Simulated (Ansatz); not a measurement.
# GdN: the cost of one run

Computed with Ansatz 0.2.0 (DFT PBE, scalar-relativistic, plane waves, PAW, unless a step's input says otherwise).

## (1) The system as given

It takes space group F-43m (No. 216, cubic). The conventional cell has a = 5.249 Å, b = 5.249 Å, c = 5.249 Å, α = 90.00°, β = 90.00°, γ = 90.00°. Gd (site symmetry -43m) is surrounded by 4 N at 2.27 Å. N (site symmetry -43m) has 4 Gd at 2.27 Å as nearest neighbours.

Coordinates:

```xyz
2
Lattice="0.0000 2.6246 2.6246 2.6246 0.0000 2.6246 2.6246 2.6246 0.0000" Properties=species:S:1:pos:R:3 pbc="T T T"
Gd    1.3123    1.3123    1.3123
N     0.0000    0.0000    0.0000
```

A structure generator made this guess: species swapped into a database cell of CuI (F-43m, No. 216), with Gd on the Cu sites and N on the I sites. Its size is a rough estimate.

## (2) A first look at the guess

Input file input.yaml:

```yaml
crystal:
  lattice:
    - [0.0, 2.62461189, 2.62461189]
    - [2.62461189, 0.0, 2.62461189]
    - [2.62461189, 2.62461189, 0.0]
  atoms:
    - { symbol: Gd, position: [0.25, 0.25, 0.25], spin: 7.0 }
    - { symbol: "N", position: [0.0, 0.0, 0.0] }
basis:
  ecutwfc: 420
kpoints:
  mp_grid: { grid: [6, 6, 6] }
hamiltonian:
  xc: pbe
scf:
  occupations: { method: gaussian, width: 0.1 }
  lower_state_search: "off"
output:
  forces: true
  stress: true
  eigenvalues: true
  populations: true
magnetization:
  spin_polarized: true
```

Command:

```sh
$ ansatz run input.yaml --threads 1 --pin off --max-ram 2560MiB --backend cpu --events-out ev --progress --plain --runs-dir out
```

**Question.** How long does this run take on 1 thread of AMD EPYC (Zen 3), shared host, and how much memory does it need?

About 8.7 s, with a peak of 0.32 GiB.
